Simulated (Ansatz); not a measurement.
Born–Oppenheimer molecular dynamics of a periodic cell of 16 atoms, WC (start crystal WC, start structure P-6m2, volume 1.1 times the crystal's). It goes on from the last frame of an earlier run, with new velocities.

Theory: Ansatz 0.2.0, DFT PBE, scalar-relativistic, plane waves, PAW. Settings: accuracy low, PAW set soft_1, cutoff 420 eV, k mesh 2x2x2, fermi-dirac smearing 0.17 eV, no spin polarisation.

```yaml
ensemble: NVT, Langevin thermostat
time_step: 1 fs
steps_asked: 260
set_temperature: 1600 K
friction: 0.02 /fs
temperature_schedule: 195 steps to 300 K, then 65 steps to 300 K
seed: 316247
```

First frame:

```xyz
16
Lattice="-2.9751 -5.1530 0.0000 4.4627 -2.5765 0.0000 0.0000 0.0000 5.8300" Properties=species:S:1:pos:R:3
W 0.110 -4.947 -0.061
C 1.488 -4.256 1.161
W 0.089 -5.094 2.885
C 1.669 -4.293 4.366
W -1.337 -2.453 0.066
C 0.211 -1.682 1.455
W -1.361 -2.538 3.107
C 0.210 -1.694 4.598
W 1.702 -2.446 0.036
C 3.001 -1.653 1.574
W 1.487 -2.600 3.002
C 3.163 -1.768 4.324
W 0.219 0.191 0.071
C -1.399 -4.336 1.496
W 0.132 0.054 3.006
C -1.375 -4.053 4.632
```

Task: What does the run give?

Result: All steps were run.

```json
{"steps done": "260", "time covered": "260 fs", "mean temperature over the second half": "688 K", "spread of the potential energy over the second half": "27.5 meV per atom", "mean potential energy of the second half above the start": "-127.9 meV per atom"}
```

The schedule's set-point averaged 409 K over the second half and the system 688 K, so it lags behind the ramp. A run of 0.26 ps of so small a system gives no equilibrium averages. Limits of this set-up: coarse k mesh, low accuracy level.

Task: What happens to the structure?

Result: Mean squared displacements from the first frame to the last, about the centre of mass: W 0.02 Å², C 0.05 Å². Another seed would give other details.

Task: How do temperature and energy run in time?

Result: 
| time (fs) | T (K) | potential energy less start (eV) |
| --- | --- | --- |
| 0 | 1500 | 0.000 |
| 13 | 1823 | -0.919 |
| 26 | 1396 | 0.498 |
| 39 | 1550 | 0.168 |
| 52 | 1265 | -0.033 |
| 65 | 1279 | 0.313 |
| 78 | 1417 | -0.427 |
| 91 | 1567 | -1.378 |
| 104 | 1342 | -1.339 |
| 117 | 1140 | -1.479 |
| 130 | 877 | -1.075 |
| 143 | 1109 | -1.740 |
| 156 | 751 | -1.154 |
| 169 | 1019 | -2.054 |
| 182 | 797 | -2.073 |
| 195 | 726 | -2.368 |
| 208 | 536 | -2.252 |
| 221 | 463 | -2.135 |
| 234 | 416 | -2.347 |
| 247 | 380 | -2.427 |
| 260 | 401 | -2.836 |

Run time: 19 min on 1 thread of Arm Neoverse V2 (shared host), peak memory 0.59 GiB.
